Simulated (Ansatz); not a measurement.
# ScAl3 under changes of volume

One of the cells (17.077 Å³/atom); the others are scaled copies at fixed shape and fractional positions:

```
Sc Al
1.0
     4.08781    0.00000    0.00000
     0.00000    4.08781    0.00000
     0.00000    0.00000    4.08781
Sc Al
1 3
Direct
  0.00000 0.00000 0.00000
  0.50000 0.50000 0.00000
  0.00000 0.50000 0.50000
  0.50000 0.00000 0.50000
```

The cell is a database's computed one.

| Quantity | Value |
| --- | --- |
| Program | Ansatz 0.2.0 |
| Functional | PBE |
| Potentials or basis | Ansatz PAW |
| Cutoff | 420 eV (not typed: the program's choice for these potentials) |
| k mesh | 7 × 7 × 7 |
| Occupations | fermi-dirac, width 0.05 eV |
| Spin | no spin polarisation |

| volume (Å³/atom) | energy over the lowest point (meV/atom) | pressure (GPa) |
| --- | --- | --- |
| 16.052 | 27.16 | 7.6 |
| 16.394 | ? | ? |
| 16.735 | 4.86 | 3.1 |
| 17.077 | 0.46 | 1.1 |
| 17.419 | 0.00 | -0.6 |
| 17.760 | 3.09 | -2.2 |
| 18.102 | 9.41 | -3.6 |

What does the run at 16.394 Å³/atom give?

Energy over the lowest point 13.61 meV/atom; pressure 5.2 GPa.

Worked out: A Birch-Murnaghan fit of order 3 (a polynomial in V^(-2/3)) to the other rows has its minimum at 17.29 Å³/atom with B0 = V·E''(V) = 88 GPa and B' = 4.1. It gives 13.59 meV/atom at 16.394 Å³/atom, against the run's 13.61, and -dE/dV = 5.2 GPa, against 5.2.

Energies are extrapolated to zero smearing.
